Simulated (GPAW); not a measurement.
# TiC (Fm-3m) in GPAW: settings compared

The runs below take TiC through band structure, with PBEsol, RPBE, revPBE.

Everything below comes from runs of GPAW 26.7.0. Logs are shortened: lines on timing, memory, paths and dates and some standing lists are left out, and cuts for length are marked. The log counts tension as positive stress, the text compression.

### Step 1. The crystal as given

It takes space group Fm-3m (No. 225, cubic). The conventional cell has a = 4.331 Å, b = 4.331 Å, c = 4.331 Å, α = 90.00°, β = 90.00°, γ = 90.00°. Ti (site symmetry m-3m) is surrounded by 6 C at 2.17 Å. C (site symmetry m-3m) has 6 Ti at 2.17 Å as nearest neighbours.

The cell is a database's computed one.

### Step 2. Band structure, PBEsol

The input, run.py:

```python
from ase.dft.bandgap import bandgap
from ase.io import read, write
from ase.units import GPa
from gpaw import GPAW, PW, setup_paths

setup_paths.insert(0, '.')

atoms = read('TiC.xyz')

calc = GPAW(mode=PW(800),
            xc='PBEsol',
            kpts={'size': (11, 11, 11), 'gamma': True},
            occupations={'name': 'fermi-dirac', 'width': 0.05},
            nbands=18,
            convergence={'density': 1e-05, 'energy': 1e-05},
            maxiter=150,
            txt='gpaw.txt')
atoms.calc = calc
energy = atoms.get_potential_energy()
forces = atoms.get_forces()
stress = atoms.get_stress()
calc.write('gs.gpw')
write('result.traj', atoms)
print(f'Energy: {energy:.6f} eV')
print('Forces (eV/A):')
print(forces.round(4))
print('Stress (GPa):', (stress / GPa).round(3))
print('Fermi level:', round(calc.get_fermi_level(), 4), 'eV')
print(f'Gap: {bandgap(calc)[0]:.4f} eV, direct: {bandgap(calc, direct=True)[0]:.4f} eV')

path = atoms.cell.bandpath('GXWKGLUWLK,UX', npoints=100, eps=1e-4)
bs_calc = calc.fixed_density(kpts=path, symmetry='off', nbands=27,
                             convergence={'bands': 'CBM+6.0', 'eigenstates': 1e-6}, txt='bands.txt')
bs = bs_calc.band_structure()
bs.write('bs.json')
print(f'Gap on the path: {bandgap(bs_calc)[0]:.4f} eV')
```

The input, TiC.xyz:

```xyz
2
Lattice="0.0000000000 2.1657188437 2.1657188437 2.1657188437 0.0000000000 2.1657188437 2.1657188437 2.1657188437 0.0000000000" Properties=species:S:1:pos:R:3 pbc="T T T"
Ti     0.0000000000      0.0000000000      0.0000000000
C      2.1657188437      2.1657188437      2.1657188437
```

Potentials or basis: PAW data sets generated in the run's folder for this functional, pw.

On the command line:

```
gpaw-setup -f PBEsol C Ti
OMP_NUM_THREADS=1 python run.py
```

gpaw.txt:

```text
__  _  _
 | _ |_)|_||  |
 |__||  | ||/\| - 26.7.0

Input parameters:
  mode=PW(ecut=800.0),
  convergence={'density': 1e-05, 'energy': 1e-05},
  kpts=MonkhorstPack(size=(11, 11, 11), gamma=True),
  maxiter=150,
  nbands=18,
  occupations=Occupations(name='fermi-dirac', width=0.05),
  xc=XC(name='PBEsol')

Diagonalizing LCAO Hamiltonian
Converting LCAO to pw mode

              C

       Ti

Atoms  # Å, Bohr magnetons
|   | symbol |        x |        y |        z |    initial magnetic moments |
|---|--------|----------|----------|----------|-----------------------------|
| 0 |     Ti | 0.000000 | 0.000000 | 0.000000 | ( 0.0000,  0.0000,  0.0000) |
| 1 |      C | 2.165719 | 2.165719 | 2.165719 | ( 0.0000,  0.0000,  0.0000) |

Unit cell  # Å
| periodic |        x |        y |        z |  lengths |    angles |
|----------|----------|----------|----------|----------|-----------|
|      yes | 0.000000 | 2.165719 | 2.165719 | 3.062789 | 60.000000 |
|      yes | 2.165719 | 0.000000 | 2.165719 | 3.062789 | 60.000000 |
|      yes | 2.165719 | 2.165719 | 0.000000 | 3.062789 | 60.000000 |

Number of symmetries: 48
Symmetry operations  # r_c * U_cc + t_c -> r_c
|    | kind |            matrix            |
|----|------|------------------------------|
|  0 |  σ   |  1, 0, 0,  1, 0,-1,  1,-1, 0 |
|  1 |  C2  |  1, 0, 0,  1,-1, 0,  1, 0,-1 |
|  2 |  E   |  1, 0, 0,  0, 1, 0,  0, 0, 1 |
|  3 |  σ   |  1, 0, 0,  0, 0, 1,  0, 1, 0 |
|  4 |  C4  |  1, 0,-1,  1, 0, 0,  1,-1, 0 |
|  5 |  S6  |  1, 0,-1,  1,-1, 0,  1, 0, 0 |
|  6 |  σ   |  1, 0,-1,  0, 1,-1,  0, 0,-1 |
|  7 |  C3  |  1, 0,-1,  0, 0,-1,  0, 1,-1 |
|  8 |  S6  |  1,-1, 0,  1, 0, 0,  1, 0,-1 |
|  9 |  C4  |  1,-1, 0,  1, 0,-1,  1, 0, 0 |
| 10 |  C3  |  1,-1, 0,  0,-1, 1,  0,-1, 0 |
| 11 |  σ   |  1,-1, 0,  0,-1, 0,  0,-1, 1 |
| 12 |  σ   |  0, 1, 0,  1, 0, 0,  0, 0, 1 |
| 13 |  C4  |  0, 1, 0,  0, 1,-1, -1, 1, 0 |
| 14 |  C3  |  0, 1, 0,  0, 0, 1,  1, 0, 0 |
| 15 |  S6  |  0, 1, 0, -1, 1, 0,  0, 1,-1 |
| 16 |  C2  |  0, 1,-1,  1, 0,-1,  0, 0,-1 |
| 17 |  σ   |  0, 1,-1,  0, 1, 0, -1, 1, 0 |
| 18 |  S4  |  0, 1,-1,  0, 0,-1,  1, 0,-1 |
| 19 |  C4  |  0, 1,-1, -1, 1, 0,  0, 1, 0 |
| 20 |  C3  |  0, 0, 1,  1, 0, 0,  0, 1, 0 |
| 21 |  σ   |  0, 0, 1,  0, 1, 0,  1, 0, 0 |
| 22 |  S6  |  0, 0, 1,  0,-1, 1, -1, 0, 1 |
| 23 |  C4  |  0, 0, 1, -1, 0, 1,  0,-1, 1 |
| 24 |  S4  |  0, 0,-1,  1, 0,-1,  0, 1,-1 |
| 25 |  C3  |  0, 0,-1,  0, 1,-1,  1, 0,-1 |
| 26 |  C2  |  0, 0,-1,  0,-1, 0, -1, 0, 0 |
| 27 |  S6  |  0, 0,-1, -1, 0, 0,  0,-1, 0 |
| 28 |  S4  |  0,-1, 1,  1,-1, 0,  0,-1, 0 |
| 29 |  C4  |  0,-1, 1,  0, 0, 1, -1, 0, 1 |
| 30 |  C2  |  0,-1, 1,  0,-1, 0,  1,-1, 0 |
| 31 |  σ   |  0,-1, 1, -1, 0, 1,  0, 0, 1 |
| 32 |  C3  |  0,-1, 0,  1,-1, 0,  0,-1, 1 |
| 33 |  S6  |  0,-1, 0,  0, 0,-1, -1, 0, 0 |
| 34 |  S4  |  0,-1, 0,  0,-1, 1,  1,-1, 0 |
| 35 |  C2  |  0,-1, 0, -1, 0, 0,  0, 0,-1 |
| 36 |  C2  | -1, 1, 0,  0, 1, 0,  0, 1,-1 |
| 37 |  S6  | -1, 1, 0,  0, 1,-1,  0, 1, 0 |
| 38 |  S4  | -1, 1, 0, -1, 0, 1, -1, 0, 0 |
| 39 |  C3  | -1, 1, 0, -1, 0, 0, -1, 0, 1 |
| 40 |  S6  | -1, 0, 1,  0, 0, 1,  0,-1, 1 |
| 41 |  C2  | -1, 0, 1,  0,-1, 1,  0, 0, 1 |
| 42 |  C3  | -1, 0, 1, -1, 1, 0, -1, 0, 0 |
| 43 |  S4  | -1, 0, 1, -1, 0, 0, -1, 1, 0 |
| 44 |  C2  | -1, 0, 0,  0, 0,-1,  0,-1, 0 |
| 45 |  i   | -1, 0, 0,  0,-1, 0,  0, 0,-1 |
| 46 |  σ   | -1, 0, 0, -1, 1, 0, -1, 0, 1 |
| 47 |  C2  | -1, 0, 0, -1, 0, 1, -1, 1, 0 |

BZ-sampling:
  Number of BZ points: 1331
  Number of IBZ points: 56

  Monkhorst-Pack size: [11, 11, 11]
  Monkhorst-Pack shift: [0, 0, 0]

K-points  # in reciprocal-cell coordinates
|     |                                coordinates |     weight |
|-----|--------------------------------------------|------------|
|   0 | (  0.00000000,   0.00000000,   0.00000000) | 0.00075131 |
|   1 | (  0.09090909,   0.09090909,   0.00000000) | 0.00450789 |
|   2 | (  0.09090909,   0.09090909,   0.09090909) | 0.00601052 |
|   3 | (  0.18181818,   0.09090909,   0.09090909) | 0.00901578 |
|   4 | (  0.18181818,   0.18181818,   0.00000000) | 0.00450789 |
|   5 | (  0.18181818,   0.18181818,   0.09090909) | 0.01803156 |
|   6 | (  0.18181818,   0.18181818,   0.18181818) | 0.00601052 |
|   7 | (  0.27272727,   0.18181818,   0.09090909) | 0.01803156 |
|   8 | (  0.27272727,   0.18181818,   0.18181818) | 0.01803156 |
|   9 | (  0.27272727,   0.27272727,   0.00000000) | 0.00450789 |
| ... |                                            |            |
|  55 | (  0.45454545,   0.45454545,   0.45454545) | 0.00601052 |

Plane wave coefficients: 1054
Cutoff: 800.0 eV

Spin-components: 1 (collinear spins)
Bands:           18
Projectors:      11
Spin-degeneracy: 2
Datatype:        complex128

Parallelization:
  kpt:    1
  domain: 1
  band:   1

Density:
  Valence electrons: 16.0
  Components: 1
  Grid points: [20 20 20]
  Charge: 0.0  # |e|

Potential:
  Grid points: [20 20 20]

species:
  Ti:
    name:    Titanium
    Z:       22.0
    valence: 12
    core:    10
    charge:  0.0  # [|e|]
    compensation charges:
      type: gauss
      rc: 0.38  # [Å]
      lmax: 2
    cutoffs:
      filter: 2.23  # [Å]
      core: 1.02  # [Å]
    projectors
    | kind |    occ | energy [eV] | rcut [Å] |
    |------|--------|-------------|----------|
    |   3s |  2.000 |     -62.441 |    1.270 |
    |   4s |  2.000 |      -4.477 |    1.270 |
    |   3p |  6.000 |     -38.776 |    1.058 |
    |   4p |  0.000 |      -1.449 |    1.058 |
    |   3d |  2.000 |      -4.275 |    1.058 |
    |    d |        |      22.937 |    1.058 |

    Using partial waves for Ti as LCAO basis

  C:
    name:    Carbon
    Z:       6.0
    valence: 4
    core:    2
    charge:  0.0  # [|e|]
    compensation charges:
      type: gauss
      rc: 0.20  # [Å]
      lmax: 2
    cutoffs:
      filter: 1.14  # [Å]
      core: 1.14  # [Å]
    projectors
    | kind |    occ | energy [eV] | rcut [Å] |
    |------|--------|-------------|----------|
    |   2s |  2.000 |     -13.648 |    0.635 |
    |   2p |  2.000 |      -5.232 |    0.635 |
    |    s |        |      13.563 |    0.635 |
    |    p |        |      21.979 |    0.635 |
    |    d |        |       0.000 |    0.635 |

    Using partial waves for C as LCAO basis

Reference energy: -24220.709613  # eV

eigensolver:
  PPCG
  Converge bands: occupied
  niter=2

density mixing:
  MSR1-Mixer
  Pratt-step length: 0.05
  Maximum mixing coefficient: 0.75
  Old densities: 10
  SVD Regularization: 0.005
  Good broyden scale: 1.0
  Trust region scale: 1.0
  Backstep threshold: 4.0
  History deletion threshold: 6.0
  Fourier metric: weight=20.0, sigma=0.015

occupation numbers:
  Fermi-Dirac:
    width: 0.0500  # eV

poisson solver:
  ecut: 6400.0  # eV

xc functional:
  name: PBEsol with 2 nearest neighbor stencil

convergence criteria:
- Maximum integral of absolute [dens]ity change: 1e-05 electrons / valence electron
- Maximum [total energy] change in last 3 cyles: 1e-05 eV / valence electron
- Maximum integral of absolute [eigenst]ate change: 4e-08 eV^2 / valence electron
maximum number of iterations: 150

SCF iterations
|iter     | |      energy | eigst |  dens |
|---------|-|-------------|-------|-------|
|iter:   1| |  -20.828664 | -0.39 |       |
|iter:   2| |  -20.015631 | -2.54 | -0.80 |
|iter:   3| |  -18.654790 | -1.31 | -0.88 |
|iter:   4| |  -18.632225 | -2.76 | -1.58 |
|iter:   5| |  -18.641184 | -3.47 | -1.82 |
|iter:   6| |  -18.640650 | -4.16 | -2.44 |
|iter:   7| |  -18.640648 | -5.82 | -3.25 |
|iter:   8| |  -18.640650c| -6.50 | -3.65 |
|iter:   9| |  -18.640650c| -7.53c| -4.85 |
|iter:  10| |  -18.640650c| -8.33c| -5.32c|

Converged in 10 steps
Energy contributions relative to reference atoms: (reference = -24220.709613)

Energy contributions:
  Kinetic:          14.524163
  Coulomb:         -16.012027
  Zero:              0.107399
  External:          0.000000
  Xc:              -17.258995
  Entropy:          -0.002378
  Spinorbit:         0.000000
  ----------------------------
  Free energy:     -18.641839
  Extrapolated:    -18.640650

dipole moment: (-13.880173, -13.880173, -13.880173)  # |e|*Ang

Fermi level: 10.144
Eigenvalues  # (at kpt = [0.000, 0.000, 0.000])
| band index |      eig [eV] | occ [0-2] |
|------------|---------------|-----------|
|          0 |       -46.205 |     2.000 |
|          1 |       -22.356 |     2.000 |
|          2 |       -22.356 |     2.000 |
|          3 |       -22.356 |     2.000 |
|          4 |        -2.278 |     2.000 |
|          5 |        10.759 |     0.000 |
|          6 |        10.759 |     0.000 |
|          7 |        10.759 |     0.000 |
|          8 |        11.784 |     0.000 |
|          9 |        11.784 |     0.000 |
|         10 |        11.784 |     0.000 |
|         11 |        11.833 |     0.000 |
|         12 |        11.833 |     0.000 |
|        ... |               |           |
|         17 |        29.897 |     0.000 |

No gap
No difference between direct/indirect transitions

Forces  # eV/Ang
|        x |        y |        z |
|----------|----------|----------|
|  0.00000 | -0.00000 | -0.00000 |  # Ti   0
| -0.00000 |  0.00000 |  0.00000 |  # C    1

Stress tensor  # eV/Ang^3
|         x |        y |         z |
|-----------|----------|-----------|
|  0.036516 | 0.000000 | -0.000000 |
|  0.000000 | 0.036516 |  0.000000 |
| -0.000000 | 0.000000 |  0.036516 |

# Writing to gs.gpw (mode='')
```

Run time: 38 s. Hardware: 1 thread of Arm Neoverse V1, shared host; peak memory 0.25 GiB.

What came out:

```
Free energy             : -18.6418 eV
Pressure                : -5.9 GPa
Band gap along the path : none (metal or under the smearing width)
```

Levels at the corners of the path, in eV from the Fermi level:
```
point  band 5  band 6  band 7  band 8  band 9  band 10  band 11  band 12
    Γ  -12.42    0.62    0.62    0.62    1.64     1.64     1.64     1.69
    X  -10.11   -3.50   -1.72   -0.09   -0.09     2.70     3.48     3.48
    W   -9.51   -3.22   -3.22   -2.76    2.74     2.74     3.49     5.13
    K   -9.58   -3.55   -3.42   -1.77    1.39     3.10     3.79     5.42
    Γ  -12.42    0.62    0.62    0.62    1.64     1.64     1.64     1.69
    L   -8.90   -5.93   -2.94   -2.94    2.88     2.88     4.06     8.09
    U   -9.58   -3.55   -3.42   -1.77    1.39     3.10     3.79     5.42
    W   -9.51   -3.22   -3.22   -2.76    2.74     2.74     3.49     5.13
    L   -8.90   -5.93   -2.94   -2.94    2.88     2.88     4.06     8.09
    K   -9.58   -3.55   -3.42   -1.77    1.39     3.10     3.79     5.42
    U   -9.58   -3.55   -3.42   -1.77    1.39     3.10     3.79     5.42
    X  -10.11   -3.50   -1.72   -0.09   -0.09     2.70     3.48     3.48
```

### Step 3. Band structure, RPBE

run.py, as its differences from that of step 2:

```diff
@@ -1,12 +1,17 @@
+from ase import Atoms
 from ase.dft.bandgap import bandgap
-from ase.io import read, write
+from ase.io import write
 from ase.units import GPa
-from gpaw import GPAW, PW, setup_paths
+from gpaw import GPAW, PW
 
-setup_paths.insert(0, '.')
-
-atoms = read('TiC.xyz')
+atoms = Atoms(['Ti', 'C'],
+              cell=[[0.0, 2.1657188437, 2.1657188437],
+                    [2.1657188437, 0.0, 2.1657188437],
+                    [2.1657188437, 2.1657188437, 0.0]],
+              scaled_positions=[[0.0, 0.0, 0.0],
+                                [0.5, 0.5, 0.5]],
+              pbc=True)
 
 calc = GPAW(mode=PW(800),
-            xc='PBEsol',
+            xc='RPBE',
             kpts={'size': (11, 11, 11), 'gamma': True},
@@ -30,3 +35,3 @@
 
-path = atoms.cell.bandpath('GXWKGLUWLK,UX', npoints=100, eps=1e-4)
+path = atoms.cell.bandpath('GXWKGLUWLK,UX', npoints=80, eps=1e-4)
 bs_calc = calc.fixed_density(kpts=path, symmetry='off', nbands=27,
```

Potentials or basis: the program's PAW data sets (release 1.2.1) made for this functional, pw.

On the command line:

```
OMP_NUM_THREADS=1 python run.py
```

Wall time 33 s (1 thread of Arm Neoverse V1, shared host); peak memory 0.24 GiB.

Results (log left out):

| Quantity | Value |
| --- | --- |
| Free energy | -16.6551 eV |
| Pressure | 5.6 GPa |
| Band gap along the path | none (metal or under the smearing width) |

Levels at the corners of the path, in eV from the Fermi level:
| point | band 6 | band 7 | band 8 | band 9 | band 10 | band 11 |
| --- | --- | --- | --- | --- | --- | --- |
| Γ | 0.65 | 0.65 | 0.65 | 1.60 | 1.60 | 1.60 |
| X | -3.53 | -1.66 | -0.12 | -0.12 | 2.65 | 3.48 |
| W | -3.22 | -3.22 | -2.77 | 2.74 | 2.74 | 3.48 |
| K | -3.54 | -3.43 | -1.80 | 1.41 | 3.10 | 3.78 |
| Γ | 0.65 | 0.65 | 0.65 | 1.60 | 1.60 | 1.60 |
| L | -5.90 | -2.96 | -2.96 | 2.87 | 2.87 | 4.06 |
| U | -3.54 | -3.43 | -1.80 | 1.41 | 3.10 | 3.78 |
| W | -3.22 | -3.22 | -2.77 | 2.74 | 2.74 | 3.48 |
| L | -5.90 | -2.96 | -2.96 | 2.87 | 2.87 | 4.06 |
| K | -3.54 | -3.43 | -1.80 | 1.41 | 3.10 | 3.78 |
| U | -3.54 | -3.43 | -1.80 | 1.41 | 3.10 | 3.78 |
| X | -3.53 | -1.66 | -0.12 | -0.12 | 2.65 | 3.48 |

### Step 4. Band structure, revPBE

run.py, as its differences from that of step 3:

```diff
@@ -1,17 +1,11 @@
-from ase import Atoms
 from ase.dft.bandgap import bandgap
-from ase.io import write
-from ase.units import GPa
+from ase.io import read, write
+from ase.units import Bohr, GPa
 from gpaw import GPAW, PW
+from gpaw.elf import elf_from_dft_calculation
 
-atoms = Atoms(['Ti', 'C'],
-              cell=[[0.0, 2.1657188437, 2.1657188437],
-                    [2.1657188437, 0.0, 2.1657188437],
-                    [2.1657188437, 2.1657188437, 0.0]],
-              scaled_positions=[[0.0, 0.0, 0.0],
-                                [0.5, 0.5, 0.5]],
-              pbc=True)
+atoms = read('POSCAR')
 
 calc = GPAW(mode=PW(800),
-            xc='RPBE',
+            xc='revPBE',
             kpts={'size': (11, 11, 11), 'gamma': True},
@@ -35,2 +29,7 @@
 
+# fields on the real-space grid
+write('density.cube', atoms, data=calc.get_pseudo_density() * Bohr**3)
+write('potential.cube', atoms, data=calc.get_electrostatic_potential())
+write('elf.cube', atoms, data=elf_from_dft_calculation(calc).data)
+
 path = atoms.cell.bandpath('GXWKGLUWLK,UX', npoints=80, eps=1e-4)
```

The input, POSCAR:

```
TiC
1.0
    0.0000000000      2.1657188437      2.1657188437
    2.1657188437      0.0000000000      2.1657188437
    2.1657188437      2.1657188437      0.0000000000
Ti C
1 1
Direct
    0.0000000000      0.0000000000      0.0000000000
    0.5000000000      0.5000000000      0.5000000000
```

On the command line:

```
OMP_NUM_THREADS=1 python run.py
```

It took 35 s on 1 thread of Arm Neoverse V1, shared host; peak memory 0.24 GiB.

Results (log left out):

| Property | Result |
| --- | --- |
| Free energy | -16.8140 eV |
| Pressure | 4.4 GPa |
| Band gap along the path | none (metal or under the smearing width) |

Levels at the corners of the path, in eV from the Fermi level:
```
point  band 6  band 7  band 8  band 9  band 10  band 11
    Γ    0.65    0.65    0.65    1.60     1.60     1.60
    X   -3.52   -1.66   -0.12   -0.12     2.65     3.47
    W   -3.22   -3.22   -2.77    2.74     2.74     3.48
    K   -3.54   -3.43   -1.79    1.41     3.09     3.78
    Γ    0.65    0.65    0.65    1.60     1.60     1.60
    L   -5.90   -2.96   -2.96    2.87     2.87     4.06
    U   -3.54   -3.43   -1.79    1.41     3.09     3.78
    W   -3.22   -3.22   -2.77    2.74     2.74     3.48
    L   -5.90   -2.96   -2.96    2.87     2.87     4.06
    K   -3.54   -3.43   -1.79    1.41     3.09     3.78
    U   -3.54   -3.43   -1.79    1.41     3.09     3.78
    X   -3.52   -1.66   -0.12   -0.12     2.65     3.47
```

### Step 5. Summary

```tsv
level	potentials or basis	band points	pressure (GPa)
PBEsol	PAW data sets generated in the run's folder for this functional, pw	100	-5.9
RPBE	the program's PAW data sets (release 1.2.1) made for this functional, pw	80	5.6
revPBE	the program's PAW data sets (release 1.2.1) made for this functional, pw	80	4.4
```

Alike in all rows: task band structure; no spin polarisation; cell as given; k mesh 11 × 11 × 11; cutoff (eV) 800; smearing fermi-dirac 0.05 eV.

Absolute energies hang on the potentials; compare differences alone.
